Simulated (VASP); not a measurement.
Here is a VASP 6.6.1 calculation.

INCAR

```
PREC = Accurate
ENCUT = 520
EDIFF = 1E-6
ISMEAR = 0
SIGMA = 0.03
LREAL = False
LASPH = True
NELM = 80
ALGO = Normal
ISIF = 2
LWAVE = False
LCHARG = False
LDIPOL = True
IDIPOL = 3
DIPOL = 0.5 0.5 0.500
LVHAR = True
LVACPOTAV = True
ICORELEVEL = 1
KPAR = 4
```

File KPOINTS:

```
regular mesh
0
Gamma
  6 6 1
```

Contents of POSCAR:

```
SnTe
1.0
    4.4117367900      0.0000000000      0.0000000000
    0.0000000000      4.4117367900      0.0000000000
    0.0000000000      0.0000000000     27.4782760000
Sn Te
5 5
Direct
    0.5000000000      0.5000000000      0.2729428900
    0.0000000000      0.0000000000      0.3864714400
    0.5000000000      0.5000000000      0.5000000000
    0.0000000000      0.0000000000      0.6135285600
    0.5000000000      0.5000000000      0.7270571100
    0.0000000000      0.0000000000      0.2729428900
    0.5000000000      0.5000000000      0.3864714400
    0.0000000000      0.0000000000      0.5000000000
    0.5000000000      0.5000000000      0.6135285600
    0.0000000000      0.0000000000      0.7270571100
```

Potentials or basis: VASP PAW LDA potentials, release 64 (Sn_d, Te).

Launch:

```bash
$ cat potpaw_LDA.64/Sn_d/POTCAR potpaw_LDA.64/Te/POTCAR > POTCAR
$ mpirun -np 4 vasp_std > vasp.out
```

Problem. Predict the largest force.

Solution. 0.437 eV/Å.

Problem. What does it give for the band gap on the k mesh?

Solution. 0.23 eV, direct.

Problem. What does it give for the ionisation potential of the upper face?

Solution. 4.33 eV.

Forces on the atoms (eV/Å):
```
Sn   0.000  0.000  0.437
Sn   0.000  0.000 -0.340
Sn   0.000  0.000  0.000
Sn   0.000  0.000  0.340
Sn   0.000  0.000 -0.437
Te   0.000  0.000  0.157
Te   0.000  0.000 -0.292
Te   0.000  0.000  0.000
Te   0.000  0.000  0.292
Te   0.000  0.000 -0.157
```

Caveat: spin-orbit coupling is left out, which moves the levels of the heavy elements.
